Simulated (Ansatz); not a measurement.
# Ni: the cost of one run

Computed with Ansatz 0.2.0 (DFT PBE, scalar-relativistic, plane waves, PAW, unless a step's input says otherwise).

### 1 The starting structure

Symmetry: Cmmm, No. 65, orthorhombic system. Conventional cell: a = 2.084 Å, b = 3.890 Å, c = 3.038 Å, α = 90.00°, β = 90.00°, γ = 90.00°. Around Ni (site symmetry mmm) lie 6 Ni at 2.08 to 2.21 Å.

As a file:

```cif
data_structure
_symmetry_space_group_name_H-M 'P 1'
_symmetry_Int_Tables_number 1
_cell_length_a 2.2067
_cell_length_b 2.2067
_cell_length_c 3.0377
_cell_angle_alpha 90.000
_cell_angle_beta 90.000
_cell_angle_gamma 123.652
_cell_volume 12.31
loop_
_atom_site_label
_atom_site_type_symbol
_atom_site_fract_x
_atom_site_fract_y
_atom_site_fract_z
_atom_site_occupancy
Ni1 Ni 0.00000 0.00000 0.00000 1
```

(A quick probe on a coarse mesh, which set the mesh and smearing, is not shown.)

### 3 Rough relaxation on the coarse mesh

Input file input.yaml:

```yaml
crystal:
  lattice:
    - [1.0418879714, -1.9452128367, 0.0]
    - [1.0418879714, 1.9452128367, 0.0]
    - [0.0, 0.0, 3.0377296354]
  atoms:
    - { symbol: Ni, position: [0.0, 0.0, 0.0], spin: 0.56 }
basis:
  ecutwfc: 420
kpoints:
  mp_grid: { grid: [10, 10, 6] }
hamiltonian:
  xc: pbe
scf:
  occupations: { method: gaussian, width: 0.1 }
  lower_state_search: "off"
output:
  forces: true
  stress: true
  eigenvalues: true
  populations: true
magnetization:
  spin_polarized: true
relax:
  adjacent_minimum: "off"
  f_tol: 0.04
  max_steps: 70
  cell: { stress_tol: 0.4 }
```

**Question.** How long does this run take on 1 thread of an Arm CPU, shared host, and how much memory does it need?

About 60 s, with a peak of 0.29 GiB.
